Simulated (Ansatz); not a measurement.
# Mo2NOS MXene monolayer in a perpendicular field, part 2 of 2

Aim: how the Mo2NOS MXene monolayer screens a field along its normal, and what the field does to its bands. A positive field points along +c.

Ansatz 0.2.0; plane-wave DFT, PBE-D3(BJ), Ansatz PAW (set soft_1); PAW set soft_1.

So far. Step 2 (Relaxing the slab): The lattice constant a goes from 2.953 to 2.949 Å.

## (3) Atoms held, field 0

A sawtooth potential applies the field, turning back in the middle of the vacuum. With the dipole correction the typed value is the field outside the slab. The induced dipole is small, so the SCF threshold is tight.

The cell differs from the one that the last finished run ended in (c 41.401 → 23.562 Å).

Contents of input.yaml:

```yaml
crystal:
  lattice:
    - [2.9485681949, 0.0, 0.0]
    - [-1.4742840974, 2.5535349615, 0.0]
    - [0.0, 0.0, 23.5621274265]
  atoms:
    - { symbol: S, position: [0.3333333333, 0.6666666667, 0.3819689045] }
    - { symbol: Mo, position: [0.6666666667, 0.3333333333, 0.4519477134] }
    - { symbol: "N", position: [0.0, 0.0, 0.5136074406] }
    - { symbol: Mo, position: [0.3333333333, 0.6666666667, 0.5691461429] }
    - { symbol: O, position: [0.6666666667, 0.3333333333, 0.6180310955] }
kpoints:
  mp_grid: { grid: [18, 18, 1] }
  band_path:
    path: [[0, 0, 0], [0.5, 0, 0], [0.33333333, 0.33333333, 0], [0, 0, 0]]
    npoints: 16
hamiltonian:
  xc: pbe
  dispersion: d3bj
  pseudopotentials: { kind: paw, azcp: { folder: soft_1 } }
scf:
  occupations: { method: fermi_dirac, width: 0.02585 }
  convergence: { dr2_threshold: 1.0e-10 }
efield:
  axis: 3
  dipole_correction: true
  ramp_position: 0.97
  ramp_width: 0.06
  amplitude: 0
output:
  dos: { projected: true, e_range: [-6, 5] }
  write_potential: true
  write_density: true
  volumetric_format: npy
  elf: true
```

On the command line:

```console
$ ansatz run input.yaml --threads 2 --pin off --max-ram 3072MiB --backend cpu --events-out ev --progress --plain --runs-dir out
```

Numbers of over 12 decimals in the logs are rounded to 6 here.

Output:

```text
[...]
Crystal: 5 atoms, lattice volume = 177.406 Å³
Basis set: ecut = 420 eV, 3391 PW (Γ)
Bands: 28, of which v1, the nominal top of the filled ones, is band 23 counted from 1 (22 counted from 0)
Symmetry: 6 space group operations
[...]
k-points: 37 of 324 (time reversal used)
[...]
SCF iter   1: F=—  HF=-11774.648512 eV  |F-HF|=—  |Δ(HF+E_count)|=         —  Δρ=1.11e-1  dr2=2.82e1  ethr=3.10e-3  p=-0.000 e·Å  D=-8.49e-7 V/Å  ΔV_dip=0.00 eV  dr2_dipole=4.48e-2  V_vac-E_F(+/−)=5.58/5.58 eV  ⟨swp⟩=11.8  Hψ=6600  notcnv=0
efield: sawtooth ramp at fractional position 0.9700 (set: `efield.ramp_position`, or a place that a band, a saddle search or an elastic batch's reference lends), width 0.0600; the density the first Hamiltonian is built on has a dipole p = -0.000 e·Å; the dipole correction subtracts the counter field D = -8.49e-7 V/Å, which shifts the + side's vacuum level by +0.00 eV against the − side's; the planar-averaged density in the ramp window peaks in size at 2.0e-6 e/Å³
[...]
SCF iter   2: F=—  HF=-11770.548363 eV  |F-HF|=—  |Δ(HF+E_count)|=    4.10e0  Δρ=9.61e-2  dr2=1.97e1  ethr=3.10e-3  p=-0.061 e·Å  D=-6.25e-2 V/Å  ΔV_dip=1.47 eV  dr2_dipole=4.28e-2  V_vac-E_F(+/−)=6.19/4.72 eV  ⟨swp⟩=4.6  Hψ=3275  notcnv=0  defer=22
[...]
SCF iter  12: F=-11768.082044 eV  HF=-11768.082044 eV  |F-HF|=6.91e-11  |Δ(HF+E_count)|=   1.31e-9  Δρ=2.21e-7  dr2=6.93e-11  ethr=1.00e-12  p=-0.054 e·Å  D=-5.46e-2 V/Å  ΔV_dip=1.29 eV  dr2_dipole=8.77e-14  V_vac-E_F(+/−)=6.33/5.04 eV  ⟨swp⟩=7.2  Hψ=4661  notcnv=0
SCF 1 converged in 12 iterations: F = -11768.082044 eV  dr2 = 6.93e-11
[...]
NSCF: frozen V_eff on 49 k-points
efield: sawtooth ramp at fractional position 0.9700 (kept from the solve that this one continues, or follows in the run), width 0.0600; the density the first Hamiltonian is built on has a dipole p = -0.054 e·Å; the dipole correction subtracts the counter field D = -5.46e-2 V/Å, which shifts the + side's vacuum level by +1.29 eV against the − side's; the planar-averaged density in the ramp window peaks in size at 2.5e-6 e/Å³
[...]
SCF converged after 12 iterations
Free energy (F): -11768.082044 eV
[...]
Internal energy: -11768.074521 eV  (E = F + TS)
E sigma→0 (E₀):  -11768.078283 eV
Entropy (-TS):   -0.007523 eV (-1.505 meV/atom)
Fermi energy:    1.585785 eV
Dipole field:    D = -0.054571 V/Å  (p = -0.053501 e·Å, saw-weighted, corrected)
Work function:   Φ+ = 6.3291 eV   Φ− = 5.0432 eV
Levels:          The Fermi level and band energies are counted from a zero that moves with the ramp; work functions are not
[...]
--- Band table (eV; the first three rows and the last of 37) ---
  k-point 0: bands = [... 19 lower, 0.0175, 0.0175, 0.7142, 0.7142, 1.4319, 1.4319, 2.0354, 4.0872, ... 1 higher]
  k-point 1: bands = [... 19 lower, -0.1648, -0.0832, 0.8689, 0.9407, 1.3870, 1.4369, 2.0701, 3.9725, ... 1 higher]
  k-point 2: bands = [... 19 lower, -0.3918, -0.1065, 0.9469, 1.1513, 1.3957, 1.6358, 2.1793, 3.7807, ... 1 higher]
  k-point 36: bands = [... 19 lower, -2.4181, 1.1579, 1.7515, 2.0716, 2.3899, 2.4282, 2.9768, 4.3465, ... 1 higher]
```

The job ended after 26 s (2 threads of Arm Neoverse V1, shared host; peak memory 0.49 GiB).

Numbers from this step:

```yaml
energy_at_zero_smearing: -11768.0783 eV
work_function_upper_face: 6.329 eV
work_function_lower_face: 5.043 eV
dipole_along_the_normal: -0.05350 e·Å
step_between_the_vacuum_levels: 1.286 eV
```

Running mean over a fixed 2.5 Å (it still follows the layers) of the planar mean; the ramp of the sawtooth is left out. Electron's electrostatic potential energy less the Fermi level against z:

z (Å), electron's electrostatic potential energy less the Fermi level (eV) and a bar from the least value:
```
      3.0        5.0 ############################
      3.5        5.0 ############################
      4.0        5.0 ############################
      4.5        5.0 ############################
      5.0        5.0 ############################
      5.5        5.0 ############################
      6.0        5.0 ############################
      6.5        4.9 ############################
      7.0        4.3 ###########################
      7.5        2.1 ########################
      8.0       -1.0 ###################
      8.5       -3.7 ###############
      9.0       -6.8 ###########
      9.5      -11.4 ####
     10.0      -13.8 #
     10.5      -13.1 #
     11.0      -13.1 ##
     11.5      -12.8 ##
     12.0      -12.1 ###
     12.5      -12.9 ##
     13.0      -14.1 
     13.5      -14.0 
     14.0      -12.1 ###
     14.5       -7.6 ##########
     15.0       -2.1 ##################
     15.5        2.0 ########################
     16.0        4.8 ############################
     16.5        6.1 ##############################
     17.0        6.3 ##############################
     17.5        6.3 ##############################
     18.0        6.3 ##############################
     18.5        6.3 ##############################
     19.0        6.3 ##############################
     19.5        6.3 ##############################
     20.0        6.3 ##############################
     20.5        6.3 ##############################
```

The density of states has structure finer than the step of the table below, so its rows give means over 0.2 eV, whole bins alone (the curve runs from -6 to 1.99 eV). Peaks (eV: height): -5.53: 8.50, -4.95: 9.45, -4.84: 12.4, -4.54: 5.99, -4.35: 7.32, -0.65: 7.77, 1.64: 6.63.

The density of states by energy, zero at the Fermi level; means over each step:

| energy (eV) | density of states (states/eV a cell) |
| --- | --- |
| -5.8 | 3.42 |
| -5.6 | 4.97 |
| -5.4 | 3.46 |
| -5.2 | 0.833 |
| -5.0 | 3.67 |
| -4.8 | 5.42 |
| -4.6 | 3.98 |
| -4.4 | 4.93 |
| -4.2 | 4.20 |
| -4.0 | 2.67 |
| -3.8 | 2.45 |
| -3.6 | 3.50 |
| -3.4 | 1.86 |
| -3.2 | 1.37 |
| -3.0 | 1.79 |
| -2.8 | 1.96 |
| -2.6 | 1.21 |
| -2.4 | 1.02 |
| -2.2 | 1.86 |
| -2.0 | 2.61 |
| -1.8 | 2.03 |
| -1.6 | 2.53 |
| -1.4 | 1.16 |
| -1.2 | 1.40 |
| -1.0 | 1.91 |
| -0.8 | 3.90 |
| -0.6 | 3.47 |
| -0.4 | 2.46 |
| -0.2 | 2.07 |
| 0.0 | 2.99 |
| 0.2 | 2.62 |
| 0.4 | 2.87 |
| 0.6 | 2.85 |
| 0.8 | 3.19 |
| 1.0 | 3.24 |
| 1.2 | 3.22 |
| 1.4 | 3.42 |
| 1.6 | 4.42 |
| 1.8 | 2.74 |

Projected DOS per atom over height of the atomic layer and energy from the Fermi level. Layers: S Mo N Mo O from below.

Values in states/eV, 22 rows by 5 columns, each cell a mean:
```
0.18 1.45 0.16 1.10 0.13
0.22 1.10 0.19 1.96 0.18
0.21 0.90 0.28 1.61 0.20
0.20 0.91 0.34 1.30 0.23
0.16 0.86 0.34 1.22 0.20
0.17 1.09 0.31 1.05 0.21
0.15 0.77 0.20 1.00 0.18
0.34 1.13 0.30 1.67 0.41
0.14 0.43 0.16 0.71 0.23
0.32 0.63 0.17 0.22 0.16
0.62 0.89 0.23 0.27 0.24
0.86 0.74 0.17 0.14 0.11
0.55 0.44 0.04 0.05 0.05
1.02 0.62 0.08 0.05 0.10
0.82 0.30 0.16 0.04 0.21
1.00 0.42 0.52 0.11 0.92
0.49 0.54 0.48 0.20 1.08
0.93 1.00 0.62 0.41 1.92
0.73 0.62 0.31 0.71 2.01
0.29 0.36 0.26 0.36 0.80
0.93 0.93 0.83 0.62 0.83
0.61 0.71 1.10 1.06 0.94
```
Columns: height of the atomic layer (Å) from 9 to 14.6 (not evenly spaced); rows upwards: energy from the Fermi level (eV) from -5.96 to 1.96.

The electronic bands at the labelled points (eV, zero at the Fermi level):

| point | band 19 | band 20 | band 21 | band 22 | band 23 | band 24 | band 25 | band 26 |
| --- | --- | --- | --- | --- | --- | --- | --- | --- |
| Γ | -1.90 | -1.57 | -1.57 | -0.87 | -0.87 | -0.15 | -0.15 | 0.45 |
| halfway | -3.35 | -2.16 | -2.14 | -0.70 | -0.07 | 0.09 | 1.06 | 1.07 |
| M | -3.47 | -2.83 | -2.16 | -1.24 | 1.48 | 1.77 | 2.15 | 2.28 |
| halfway | -4.12 | -3.37 | -1.44 | -0.53 | 0.85 | 1.35 | 1.57 | 1.86 |
| K | -4.45 | -4.00 | -0.43 | 0.17 | 0.49 | 0.80 | 0.84 | 1.39 |
| halfway | -3.87 | -2.73 | -1.32 | -0.93 | -0.08 | 0.22 | 1.16 | 1.61 |
| Γ | -1.90 | -1.57 | -1.57 | -0.87 | -0.87 | -0.15 | -0.15 | 0.45 |

ELF in the ca plane at fractional y = 0.333, with atoms of Mo and O within 0.2 Å of it. It is the smooth field of the valence electrons, not physical close to the nuclei.

Ten even steps from '0' (0.00) to '9' (0.84), each cell a mean:
```
00000000000013466435763232212489863100000000
00000000000000122258786211114888995200000000
00000000000000011268577211125865996200000000
00000000000001133348785211113788985200000000
00000000000024567534652243222378752000000000
00000000000257899842222574233223210000000000
00000000001368999863324785235311000000000000
00000000000247888742222564233224310000000000
```
Columns run along c (16.0 Å, from fractional 0.14 to 0.82 of the cell), rows up along a (2.9 Å). Atoms in or near the plane, at fractional coordinates: Mo at (0.45, 0.67), O at (0.62, 0.67).

Electrostatic potential energy in the ca plane at fractional y = 0.333, with atoms of Mo and O within 0.2 Å of it. With pseudopotentials it is smooth inside the atoms' cores, unlike the true potential.

Values in eV, 5 rows by 16 columns, each cell a mean:
```
  7   7   7   7   6   3 -10 -40  -9  -1  -6 -14   7   8   8   8
  7   7   7   7   6   4 -19 -48 -17   1 -11 -37   5   8   8   8
  7   7   7   7   6   3 -10 -40  -9  -1  -6 -14   7   8   8   8
  7   7   7   7   6  -4  -3  -5   0  -8 -15   3   7   8   8   8
  7   7   7   7   6  -4  -3  -5   0  -8 -15   3   7   8   8   8
```
Columns run along c (16.0 Å, from fractional 0.14 to 0.82 of the cell; values clipped at the 3rd and 97th percentile), rows up along a (2.9 Å). Atoms in or near the plane, at fractional coordinates: Mo at (0.45, 0.67), O at (0.62, 0.67).

Valence density in the ca plane at fractional y = 0.333, with atoms of Mo and O within 0.2 Å of it. It is the smooth field of the valence electrons, not physical close to the nuclei.

Ten steps, logarithmic in the rise over the least value, from '0' (0.0 e/Å³) to '9' (7.5 e/Å³), each cell a mean:
```
00000000000000000123345677533333445653100000
00000000000000000112346899742222358985200000
00000000000000000012247999842222369985200000
00000000000000000112346898742223357874100000
00000000000000000123444676533333445542100000
00000000000000001234444443344445543321000000
00000000000000001234544333344445653210000000
00000000000000001234444444334444543321000000
```
Columns run along c (16.0 Å, from fractional 0.08 to 0.76 of the cell), rows up along a (2.9 Å). Atoms in or near the plane, at fractional coordinates: Mo at (0.45, 0.67), O at (0.62, 0.67).

The work function of the upper face is 6.33 eV.

## (4) Atoms held, field 0.1 V/Å

input.yaml, as its differences from that of step 3:

```diff
@@ -26,7 +26,6 @@
   dipole_correction: true
-  ramp_position: 0.97
-  ramp_width: 0.06
-  amplitude: 0
+  ramp_position: 0.9304
+  ramp_width: 0.1227
+  amplitude: 0.1
 output:
-  dos: { projected: true, e_range: [-6, 5] }
   write_potential: true
@@ -34,2 +33 @@
   volumetric_format: npy
-  elf: true
```

Output:

```text
[...]
Crystal: 5 atoms, lattice volume = 177.406 Å³
Basis set: ecut = 420 eV, 3391 PW (Γ)
Bands: 28, of which v1, the nominal top of the filled ones, is band 23 counted from 1 (22 counted from 0)
Symmetry: 6 space group operations
[...]
k-points: 37 of 324 (time reversal used)
[...]
k-point 0: bands = [... 19 lower, 0.0235, 0.0235, 0.7191, 0.7191, 1.4364, 1.4364, 2.0448, 4.0900, ... 1 higher]
  k-point 1: bands = [... 19 lower, -0.1597, -0.0793, 0.8745, 0.9463, 1.3914, 1.4414, 2.0795, 3.9750, ... 1 higher]
  k-point 2: bands = [... 19 lower, -0.3879, -0.1044, 0.9528, 1.1569, 1.4007, 1.6409, 2.1884, 3.7827, ... 1 higher]
  k-point 36: bands = [... 19 lower, -2.4227, 1.1626, 1.7541, 2.0788, 2.3927, 2.4365, 2.9797, 4.3493, ... 1 higher]
[key lines of the parts left out:]
SCF converged after 12 iterations
Free energy (F): -11768.078178 eV
Fermi energy:    1.591688 eV
Dipole field:    D = -0.024295 V/Å  (p = -0.023819 e·Å, saw-weighted, corrected)
```

Wall time 26 s (2 threads); peak memory 0.46 GiB.

The dipole is -0.0238 e·Å, 0.0297 e·Å from its value without field.

## (5) Single point, field -0.1 V/Å

input.yaml, as its differences from that of step 4:

```diff
@@ -28,3 +28,3 @@
   ramp_width: 0.1227
-  amplitude: 0.1
+  amplitude: -0.1
 output:
```

Output:

```text
[...]
Crystal: 5 atoms, lattice volume = 177.406 Å³
Basis set: ecut = 420 eV, 3391 PW (Γ)
Bands: 28, of which v1, the nominal top of the filled ones, is band 23 counted from 1 (22 counted from 0)
Symmetry: 6 space group operations
[...]
k-points: 37 of 324 (time reversal used)
[...]
k-point 0: bands = [... 19 lower, 0.0321, 0.0321, 0.7299, 0.7299, 1.4481, 1.4481, 2.0465, 4.1051, ... 1 higher]
  k-point 1: bands = [... 19 lower, -0.1492, -0.0665, 0.8839, 0.9558, 1.4033, 1.4531, 2.0812, 3.9906, ... 1 higher]
  k-point 2: bands = [... 19 lower, -0.3750, -0.0878, 0.9617, 1.1664, 1.4114, 1.6514, 2.1908, 3.7991, ... 1 higher]
  k-point 36: bands = [... 19 lower, -2.3928, 1.1738, 1.7695, 2.0850, 2.4077, 2.4405, 2.9946, 4.3644, ... 1 higher]
[key lines of the parts left out:]
SCF converged after 12 iterations
Free energy (F): -11768.088877 eV
Fermi energy:    1.600519 eV
Dipole field:    D = -0.084814 V/Å  (p = -0.083152 e·Å, saw-weighted, corrected)
```

Elapsed: 26 s, on 2 threads; peak memory 0.46 GiB.

The dipole is -0.0832 e·Å, -0.0297 e·Å from its value without field.

## (6) Response, atoms held

This step: plane-wave DFT, PBE-D3(BJ), Ansatz PAW (set soft_1); response to a field along the normal, atoms held; PAW set soft_1 (Ansatz 0.2.0).

The dipoles give the slope, and the difference of two potentials shows where the field is screened.

Numbers from this step:

```
equivalent conductor thickness p/(ε₀AE) : 7.130 Å
distance between the outer atoms        : 5.562 Å
```

Table of dipole of the cell by applied field:

| applied field (V/Å) | dipole of the cell (e·Å) |
| --- | --- |
| -0.1000 | -0.0832 |
| 0.0000 | -0.0535 |
| 0.1000 | -0.0238 |

Local field over the applied field, running mean. From the potentials at -0.1 and 0.1 V/Å; running mean over 2.5 Å. The local field over applied field by z:

z (Å), local field over applied field and a bar:
```
      4.5      0.999 ##############################
      5.0      0.996 ##############################
      5.5      0.989 ##############################
      6.0      0.968 #############################
      6.5      0.916 ###########################
      7.0      0.808 ########################
      7.5      0.650 ####################
      8.0      0.473 ##############
      8.5      0.293 #########
      9.0      0.153 #####
      9.5      0.072 ##
     10.0      0.030 #
     10.5      0.015 
     11.0      0.015 
     11.5      0.008 
     12.0      0.001 
     12.5      0.012 
     13.0      0.027 #
     13.5      0.067 ##
     14.0      0.151 #####
     14.5      0.294 #########
     15.0      0.467 ##############
     15.5      0.647 ###################
     16.0      0.805 ########################
     16.5      0.921 ############################
     17.0      0.974 #############################
     17.5      0.993 ##############################
     18.0      0.998 ##############################
     18.5      0.999 ##############################
     19.0      1.000 ##############################
```

Electrons, planar mean, per unit field. Table of induced electron density by z:

| z (Å) | induced electron density (e/Å³ per V/Å) |
| --- | --- |
| 4.12 | 1.9e-6 |
| 4.57 | 5.4e-6 |
| 5.01 | 1.5e-5 |
| 5.30 | 3.1e-5 |
| 5.74 | 8.3e-5 |
| 6.19 | 2.2e-4 |
| 6.63 | 5.3e-4 |
| 7.07 | 0.00123 |
| 7.36 | 0.00202 |
| 7.80 | 0.00342 |
| 8.25 | 0.00315 |
| 8.69 | 0.00106 |
| 9.13 | 0.00136 |
| 9.57 | -9.2e-5 |
| 9.87 | -0.00100 |
| 10.31 | -3.0e-5 |
| 10.75 | 0.00117 |
| 11.19 | -4.3e-4 |
| 11.63 | 1.0e-4 |
| 11.93 | 2.9e-5 |
| 12.37 | -1.7e-5 |
| 12.81 | -1.0e-4 |
| 13.25 | -5.2e-4 |
| 13.70 | 8.5e-5 |
| 13.99 | -4.8e-4 |
| 14.43 | -0.00187 |
| 14.87 | -0.00294 |
| 15.32 | -0.00367 |
| 15.76 | -0.00184 |
| 16.20 | -7.0e-4 |
| 16.49 | -3.5e-4 |
| 16.94 | -1.2e-4 |
| 17.38 | -3.7e-5 |
| 17.82 | -1.2e-5 |
| 18.26 | -3.6e-6 |
| 18.56 | -1.7e-6 |
| 19.00 | -5.5e-7 |
| 19.44 | -1.5e-7 |

By hand: between -0.1 and 0.1 V/Å the dipole changes by 0.05933 e·Å, a slope of 0.2967 e·Å²/V. A perfect conductor of thickness t has p = ε₀AEt, so t = 180.95 × 0.2967 / 7.529 = 7.13 Å (e/ε₀ = 180.95 V·Å, A in Å²).

The induced dipole is that of a conductor 7.13 Å thick.

## (7) Outcome

```yaml
gap_without_field: none
work_function_upper_face: 6.33 eV
step_between_the_vacuum_levels: 1.29 eV
equivalent_conductor_thickness_atoms_held: 7.13 Å
```

**Reading.** The induced dipole equals that of a perfect conductor 7.13 Å thick, while the outer atoms lie 5.56 Å apart. The two faces differ: the vacuum level above lies 1.29 eV higher than the one below. There is no gap over 0.03 eV, with or without the field. The first relaxation ran with spin and lost its moment, and the later runs have none; other magnetic states were not tried. Spin-orbit coupling is left out, which matters for the bands of elements this heavy. The MXene's terminations sit over the metal atoms of its far layer; the site over carbon or nitrogen, which some compounds prefer, was not run.

[Logs are printed without paths, hosts, clocks, repeated set-up lines and the standing remarks that a program may print on its own settings, such as how far it seeks lower states.]

[Hosts, paths, dates, database ids (printed as entryN), source tags and the programs' standing remarks are cut or masked in the printed files.]

[Maps of the electrostatic potential energy from Ansatz leave out the sawtooth potential of an applied field or a dipole correction, so their vacuum need not be flat; planar profiles and work functions include it.]

[The density of states shown here was stored with 400 of the rows of the run's finer table, so its peaks can read low, often by over a quarter, or be missed, and its means over a window can be off by a tenth or more.]
